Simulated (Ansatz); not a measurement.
Crystal: LuH2.

```
Lu H
1.0
     0.00000    2.51650    2.51650
     2.51650    0.00000    2.51650
     2.51650    2.51650    0.00000
Lu H
1 2
Direct
  0.00000 0.00000 0.00000
  0.75000 0.75000 0.75000
  0.25000 0.25000 0.25000
```

* Program: Ansatz 0.2.0
* Task: relaxation of cell and atoms
* Functional: PBEsol
* Dispersion: D3(BJ)
* Potentials or basis: Ansatz PAW
* Cutoff: 420 eV (not typed: the program's choice for these potentials)
* k mesh: 9 × 9 × 9
* Occupations: fermi-dirac, width 0.05 eV
* Spin: no spin polarisation

At the start: volume 10.62 Å³/atom.

Problem. How do energy, volume and symmetry change on relaxing?

Solution. It ends after 6 steps and the volume is 9.85 Å³/atom (-7.3 %); space group Fm-3m (No. 225, to 0.05 Å).

The path:
| step | energy change (eV) | largest force (eV/Å) | volume (Å³) |
| --- | --- | --- | --- |
| 1 | 0.0000 | 0.0000 | 31.87 |
| 2 | -0.0543 | 0.0000 | 29.77 |
| 3 | -0.0551 | 0.0000 | 29.55 |
| 4 | -0.0530 | 0.0000 | 29.55 |
| 5 | -0.0530 | 0.0000 | 29.54 |
| 6 | -0.0530 | 0.0000 | 29.54 |

Final structure:
```
CELL_PARAMETERS angstrom
0.00000 2.45348 2.45348
2.45348 0.00000 2.45348
2.45348 2.45348 0.00000
ATOMIC_POSITIONS crystal
Lu 0.00000 0.00000 0.00000
H 0.75000 0.75000 0.75000
H 0.25000 0.25000 0.25000
```

Caveat: the plane-wave basis is chosen anew once the cell has moved, so the energies of steps on either side of that aren't comparable; the PAW data sets come from PBE, with cores solved anew for the run's functional, which leaves a small shift of forces and pressure.
